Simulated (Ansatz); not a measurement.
Crystal: Ga.

```xyz
2
Lattice="4.4495 0.0000 0.0000 -2.2247 3.8534 0.0000 0.0000 0.0000 2.7652" Properties=species:S:1:pos:R:3 pbc="T T T"
Ga    0.0000    2.5689    1.3826
Ga    2.2248    1.2844    1.3826
```

The cell was built by a generator and needn't be a form met in nature.

* Program: Ansatz 0.2.0
* Task: single point
* Functional: PBE
* Potentials or basis: Ansatz PAW
* Cutoff: 420 eV (not typed: the program's choice for these potentials)
* k mesh: 7 × 7 × 10
* Occupations: fermi-dirac, width 0.05 eV
* Spin: no spin polarisation

On this cell: pressure 0.1 GPa; largest force under 0.003 eV/Å; band gap on the k mesh none (metal or under the smearing width).

The same run follows on a disturbed copy (atoms moved at random, drawn with an rms of 0.05 Å):

```
Ga
1.0
     4.44947    0.00000    0.00000
    -2.22474    3.85336    0.00000
     0.00000    0.00000    2.76520
Ga
2
Cartesian
  0.0369 2.5536 1.4288
  2.2738 1.3204 1.3537
```

Q: What changes?

A: The energy (extrapolated to zero smearing) moves by +3.2 meV/atom; pressure 0.2 GPa; largest force 0.252 eV/Å; band gap on the k mesh none (metal or under the smearing width).

Forces in eV/Å, atoms in the order of the input:
```
Ga   0.072  0.241  0.016
Ga  -0.072 -0.241 -0.016
```

Stress tensor (GPa, compression positive):
```
 1.62  0.27  0.02
 0.27 -0.36  0.05
 0.02  0.05 -0.80
```
